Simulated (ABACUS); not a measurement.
**Ni: single point with BLYP**

Ni:

```
Ni
1.0
     0.00000    1.73757    1.73757
     1.73757    0.00000    1.73757
     1.73757    1.73757    0.00000
Ni
1
Direct
  0.00000 0.00000 0.00000
```

```json
{
 "Program": "ABACUS 3.10.1",
 "Task": "single point",
 "Functional": "BLYP",
 "Potentials or basis": "SPMS ONCV 1.0 PBE",
 "Cutoff": "1333 eV",
 "Density cutoff": "5333 eV",
 "Basis": "plane waves",
 "k mesh": "10 × 10 × 10",
 "Occupations": "fermi-dirac, width 0.05 eV",
 "Spin": "collinear spin, ferromagnetic start",
 "Starting moments": "[1.0] μB",
 "Radial cutoff of the potentials (pseudo_rcut)": "10 bohr",
 "SCF threshold on the density": "1e-08",
 "Max SCF steps": "100",
 "Eigensolver": "dav",
 "Mixing": "broyden",
 "Mixing share": "0.4",
 "Symmetry key": "1"
}
```

```json
{
  "Pressure": "14.2 GPa",
  "Band gap on the k mesh": "none (metal or under the smearing width)",
  "Net moment": "0.68 μB per cell",
  "Absolute moment": "0.76 μB per cell"
}
```

Levels at points of the mesh, in eV from the Fermi level:
Spin up:
| k point | band 7 | band 8 | band 9 | band 10 | band 11 | band 12 |
| --- | --- | --- | --- | --- | --- | --- |
| (0.00, 0.00, 0.00) | -2.61 | -2.61 | -1.35 | -1.35 | 24.24 | 27.95 |
| (0.50, 0.50, 0.50) | -2.58 | -0.64 | -0.64 | -0.19 | 5.88 | 22.81 |
| (0.50, 0.50, 0.00) | -0.59 | -0.51 | -0.51 | 2.56 | 9.60 | 15.10 |
Spin down:
```csv
k point,band 5,band 6,band 7,band 8,band 9,band 10,band 11,band 12,band 13,band 14
"(0.00, 0.00, 0.00)",-9.21,-1.80,-1.80,-1.80,-0.70,-0.70,24.13,27.98,27.98,27.98
"(0.50, 0.50, 0.50)",-4.61,-1.91,-1.91,-0.22,0.17,0.17,6.33,22.72,25.00,25.00
"(0.50, 0.50, 0.00)",-4.48,-3.78,0.09,0.42,0.42,2.54,9.87,15.13,15.13,20.55
```

It took 11 s on 4 MPI ranks on Intel(R) Xeon(R) Platinum 8488C (Sapphire Rapids), on a shared host, peak memory 0.28 GiB a rank.

Caveat: the potentials were made for another functional, which shifts forces and pressure.
